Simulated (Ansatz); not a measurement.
An Ansatz input:

```yaml
crystal:
  lattice:
    - [2.5357497241, 0.0, 0.0]
    - [-1.267874862, 2.1960236787, 0.0]
    - [0.0, 0.0, 4.5479385129]
  atoms:
    - { symbol: Cr, position: [0.3333333333, 0.6666666667, 0.25], spin: 1.5 }
    - { symbol: Cr, position: [0.6666666667, 0.3333333333, 0.75], spin: 1.5 }
hamiltonian:
  xc: rpbe
  pseudopotentials:
    kind: paw
    azcp:
      Cr: "pseudopotentials/Cr.paw.azcp"
basis:
  ecutwfc: 420
  fft_grid_basis: typed
kpoints:
  mp_grid: { grid: [16, 16, 8], shift: [0, 0, 0] }
magnetization:
  spin_polarized: true
scf:
  occupations: { method: fermi_dirac, width: 0.05 }
  lower_state_search: "off"
output:
  stress: true
```

and its output:

```
Engine: ansatz 0.2.0, aarch64-unknown-linux-gnu
Pseudopotentials: kind: paw
Pseudopotential: Cr, paw, valence charge 14, recommended cutoff 420 eV (normal) 
Functional definition: RPBE
  parameter kappa = 0.804
  parameter beta = 0.06672455060314922
  exchange = rpbe_x(kappa = kappa, mu = beta*pi^2/3)
  correlation = pbe_c(beta = beta)
Crystal: 2 atoms, lattice volume = 25.325 Å³
Basis set: ecut = 420 eV, 513 PW (Γ)
Bands: 20, of which v1, the nominal top of the filled ones, is band 14 counted from 1 (13 counted from 0)
Symmetry: 24 space group operations
Space group: P63/mmc (ITA 194), of the structure as read, at distance tolerance 2.9e-5 Å
Magnetic group: BNS 194.263 (UNI 1493), of the structure as read, at distance tolerance 2.9e-5 Å
k-points: 150 of 2048
Non-local potential: Cr, projectors of the file, l = 0: 3, l = 1: 2, l = 2: 3, l = 3: 1
PAW form: soft (Blöchl's): semilocal exchange-correlation on the pseudo side does not see the compensation charge
PAW frozen core: Cr, regenerated for the run's functional, and the local potential with it (the file was generated under x = pbe(κ = 0.804, μ = 0.2195149727645171), c = pbe(β = 0.06672455060314922))
PAW one-centre angular grid: Cr, 590 points (default); XC on 64 Gauss nodes
Initial density: superposition of atomic densities (chi_scale 0.1, normalization cell)
Starting moments: Σ|m| = 3 μB on 2 of 2 sites
Initial wavefunctions: pseudopotential atomic-orbital guess
Functional: x = rpbe, c = pbe(β = 0.06672455060314922)
SCF iter   1: F=—  HF=-6766.224964 eV  |F-HF|=—  |Δ(HF+E_count)|=         —  Δρ=1.99e-1 (↑1.99e-1 ↓5.41e-2)  dr2=1.15e1  dr2_m=1.83e0  M=1.372 μB ∫|m|=1.373 μB  β_m=0.30  ethr=3.10e-3  ⟨swp⟩=3.4  Hψ=20815  notcnv=0
SCF iter   2: F=—  HF=-6764.132262 eV  |F-HF|=—  |Δ(HF+E_count)|=    2.09e0  Δρ=1.08e-1 (↑1.08e-1 ↓3.52e-2)  dr2=2.97e0  dr2_m=7.54e-1  M=1.448 μB ∫|m|=1.448 μB  β_m=0.30  ethr=3.10e-3  ⟨swp⟩=2.1  Hψ=13677  notcnv=0  defer=165
SCF iter   3: F=—  HF=-6763.519853 eV  |F-HF|=—  |Δ(HF+E_count)|=   6.12e-1  Δρ=4.20e-2 (↑3.32e-2 ↓4.20e-2)  dr2=9.50e-2  dr2_m=2.73e-1  M=1.527 μB ∫|m|=1.528 μB  β_m=0.30  ethr=3.10e-3  ⟨swp⟩=2.3  Hψ=11435  notcnv=0  defer=163
SCF iter   4: F=—  HF=-6763.506115 eV  |F-HF|=—  |Δ(HF+E_count)|=   1.37e-2  Δρ=3.62e-2 (↑3.62e-2 ↓2.79e-2)  dr2=1.76e-2  dr2_m=2.37e-1  M=1.353 μB ∫|m|=1.354 μB  β_m=0.30  ethr=3.39e-4  ⟨swp⟩=2.4  Hψ=13689  notcnv=0  defer=105
SCF iter   5: F=—  HF=-6763.529069 eV  |F-HF|=—  |Δ(HF+E_count)|=   2.30e-2  Δρ=2.79e-2 (↑2.61e-2 ↓2.79e-2)  dr2=8.76e-4  dr2_m=1.69e-1  M=1.245 μB ∫|m|=1.246 μB  β_m=0.30  ethr=6.29e-5  ⟨swp⟩=2.1  Hψ=10616  notcnv=0  defer=105
SCF iter   6: F=—  HF=-6763.553909 eV  |F-HF|=—  |Δ(HF+E_count)|=   2.48e-2  Δρ=2.46e-2 (↑2.39e-2 ↓2.46e-2)  dr2=2.51e-4  dr2_m=1.36e-1  M=1.126 μB ∫|m|=1.128 μB  β_m=0.30  ethr=3.13e-6  ⟨swp⟩=2.0  Hψ=11789  notcnv=0  defer=105
...
iter 20 did not close the SCF: its close was put off for a magnetic moment that had not settled (scf_convergence_deferred on its scf_iter line)
SCF iter  20: F=-6763.643929 eV  HF=-6763.643929 eV  |F-HF|=1.01e-8  |Δ(HF+E_count)|=   4.87e-8  Δρ=7.88e-6 (↑7.88e-6 ↓4.27e-6)  dr2=1.58e-8  dr2_m=3.67e-9  M=-0.000 μB ∫|m|=0.000 μB  β_m=0.80  ethr=1.31e-10  ⟨swp⟩=1.3  Hψ=17532  notcnv=0
iter 21 did not close the SCF: its close was put off for a magnetic moment that had not settled (scf_convergence_deferred on its scf_iter line)
SCF iter  21: F=-6763.643929 eV  HF=-6763.643929 eV  |F-HF|=6.18e-10  |Δ(HF+E_count)|=   3.62e-9  Δρ=1.23e-6 (↑1.13e-6 ↓1.23e-6)  dr2=8.74e-11  dr2_m=2.85e-10  M=-0.000 μB ∫|m|=0.000 μB  β_m=0.90  ethr=5.66e-11  ⟨swp⟩=1.1  Hψ=16427  notcnv=0
SCF iter  22: F=-6763.643929 eV  HF=-6763.643929 eV  |F-HF|=2.27e-11  |Δ(HF+E_count)|=   1.10e-9  Δρ=2.56e-7 (↑2.39e-7 ↓2.56e-7)  dr2=4.67e-13  dr2_m=1.40e-11  M=-0.000 μB ∫|m|=0.000 μB  ethr=1.00e-12  ⟨swp⟩=1.0  Hψ=16909  notcnv=0
WARN: the starting moments were not kept: the SCF closed with an absolute magnetisation of 2.0e-5 μB, where they sum to 3 μB in size (2 sites). That is at most 0.1 of that sum. Measured as dr2_m measures the in/out step, that magnetisation stands 1.5e-10 eV from none, at or under the dr2_threshold of 1.0e-7 eV: it is no larger than a step whose dr2_m would equal this threshold. The system may hold no moment; this SCF shows only that its start led to no more than that. To try another start: raise the starting moments (crystal.atoms[].spin, magnetization.per_species, magnetization.initial_magnetization, or on a non-collinear deck that types none of these the spinor_matrix: blocks that start its atoms; where the total moment is fixed, keep their sum and leave initial_magnetization as it is; typed ones take the place of any that the run laid by itself, positive ones on a crystal's lanthanoids without a Hubbard term where scf.initial_density.shell_occupations: [] is typed) or, if the notice of its spin-set hold's release reads "site moments contracting" or "site moments show no strong build", lengthen the hold (scf.mixing.spin_hold: { on: { confirm: 4 } }; for m-r²SCAN on two components see the key's manual first). Each may lead to a state that holds a moment. A second SCF, from the converged charge density, with the starting moments and any scf.initial_density.shell_occupations laid on it anew, would have followed, and was not run: the deck does not ask for one (magnetization.retry_lost_moments is false, the default). To let it run, set magnetization.retry_lost_moments: true and run the deck again, where that key's refused combinations let it; where memory then withholds it, that run's warning says so.
SCF 1 converged in 22 iterations: F = -6763.643929 eV  dr2 = 4.67e-13
SCF converged after 22 iterations
Magnetization: -0.0000 μB (14.0000 up, 14.0000 down)
Absolute magnetization: 0.0000 μB (∫|ρ↑−ρ↓|, with the PAW one-centre terms)
Spin contamination: 0.0000 ħ² per cell (⟨S²⟩ above its minimum at these occupations)
Per-site moments (μB) at R_I (Å): [(-8.57074276841041e-6, 1.045996761188873), (-8.57074276856274e-6, 1.045996761188873)]
Free energy (F): -6763.643929 eV
Harris-Foulkes:  -6763.643929 eV  (|F-HF|=2.27e-11)
Internal energy: -6763.614595 eV  (E = F + TS)
E sigma→0 (E₀):  -6763.629262 eV
Entropy (-TS):   -0.029334 eV (-14.667 meV/atom)
Fermi energy:    17.413750 eV
--- Per-component energies (eV) ---
  E_band       = -337.026758
  E_kinetic    = 683.285533
  E_local      = -2521.302826  (includes V_loc(G=0)·N_el)
  E_nonlocal   = 155.239131
  E_hartree    = 1089.129231
  E_xc         = -279.010774
  E_vxc        = -355.292552  (∫ρ·V_xc dr)
  E_paw        = -2398.306848  (= ΣΔE_a)
  E_vpaw       = -477.215406  (= ΣTr[D̂ρ^β])
  E_aug_tail   = 0.000861  (compensation charges beyond the density's cutoff)
  E_ewald      = -3492.547350
  E_core_change = -0.101553  (= ΣΔE_core)
  E_smearing   = -0.029334  (= −TS)
  E_closure    = -0.000000  (closes the sum)
  Σ components = -6763.643929   (vs F -6763.643929, Δ=0.00e0)
--- Stress (GPa, compression-positive) ---
       -8.274811       0.000000       0.000000
        0.000000      -8.274811       0.000000
        0.000000       0.000000      -7.379433
  P = ⅓ Tr σ = -7.9764 GPa (-79.764 kbar)
```
